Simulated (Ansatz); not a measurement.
# GaP: stress in a strained cell

Aim: deform GaP (zz strain of +2 %) and compute stress, forces and field gradients with LAPW, PAW and all-electron datasets made for the crystal.

Computed with Ansatz 0.2.0 (DFT LDA, scalar-relativistic, unless a step's input says otherwise).

2 further runs of the same task are left out: 2 set aside as unsound or not needed.

## Step 1: The starting structure

Symmetry: F-43m, No. 216, cubic system. Conventional cell: a = 5.451 Å, b = 5.451 Å, c = 5.451 Å, α = 90.00°, β = 90.00°, γ = 90.00°. Ga (site symmetry -43m) is surrounded by 4 P at 2.36 Å. P (site symmetry -43m) is surrounded by 4 Ga at 2.36 Å.

Structure file:

```xyz
2
Lattice="0.0000 2.7252 2.7252 2.7252 0.0000 2.7252 2.7252 2.7252 0.0000" Properties=species:S:1:pos:R:3 pbc="T T T"
Ga    0.0000    0.0000    0.0000
P     4.0879    4.0879    4.0879
```

Atoms are numbered in the order of the input: Ga1, P2.

## Step 2: After the deformation

Space group F-43m before, I-4m2 after.

## Step 3: Full-potential LAPW

input.yaml

```yaml
crystal:
  lattice:
    - [0.0, 2.72525, 2.779755]
    - [2.72525, 0.0, 2.779755]
    - [2.72525, 2.72525, 0.0]
  atoms:
    - { symbol: Ga, position: [0.0, 0.0, 0.0] }
    - { symbol: P, position: [0.75, 0.75, 0.75] }
kpoints:
  mp_grid: { grid: [10, 10, 10] }
  band_path:
    path:
      - [0.0, 0.0, 0.0]
      - [0.5, 0.0, 0.5]
      - [0.75, 0.25, 0.5]
      - [0.5, 0.5, 0.5]
      - [0.0, 0.0, 0.0]
      - [0.5, 0.5, 0.0]
      - [0.6298539023, 0.6298539023, 0.2597078047]
      - [0.3701460977, 0.3701460977, 0.7402921953]
      - [0.0, 0.0, 0.0]
    npoints: 5
scf:
  occupations: { method: fermi_dirac, width: 0.05 }
hamiltonian:
  xc: lda
  pseudopotentials: { kind: all_electron, lapw: { basis_error: 0.0005 } }
output:
  forces: true
  stress: true
  eigenvalues: true
```

The run is started by

```console
$ ansatz run input.yaml --threads 1 --pin off --max-ram 3072MiB --backend cpu --events-out ev --progress --plain --runs-dir out
```

## Step 4: PAW with frozen cores

input.yaml

```yaml
crystal:
  lattice:
    - [0.0, 2.72525, 2.779755]
    - [2.72525, 0.0, 2.779755]
    - [2.72525, 2.72525, 0.0]
  atoms:
    - { symbol: Ga, position: [0.0, 0.0, 0.0] }
    - { symbol: P, position: [0.75, 0.75, 0.75] }
kpoints:
  mp_grid: { grid: [10, 10, 10] }
scf:
  occupations: { method: fermi_dirac, width: 0.05 }
hamiltonian:
  xc: lda
  pseudopotentials: { kind: paw }
output:
  forces: true
  stress: true
  eigenvalues: true
  efg: { contact_densities: true }
```

## Step 5: Datasets made for this crystal

Edit input.yaml of step 4 so:

```diff
@@ -14,3 +14,3 @@
   xc: lda
-  pseudopotentials: { kind: paw }
+  pseudopotentials: { kind: all_electron, datasets: crystal }
 output:
```

(Steps that only read results are left out.)

**Question.** What will these runs give? Wanted: pressure; largest shear or deviatoric stress.

**Answer**, as computed:

```
                                 quantity                                              value
                                 pressure  LAPW -4.20, PAW -4.22, crystal datasets -4.20 GPa
largest shear or deviatoric stress (LAPW)                                           1.06 GPa
```

What this shows: Against the undeformed cell the largest change of stress is -2.53 GPa, in the zz component, with the atoms carried along and not relaxed. PAW: stress within 0.02 GPa of LAPW. Crystal datasets: stress within 0.01 GPa of LAPW.
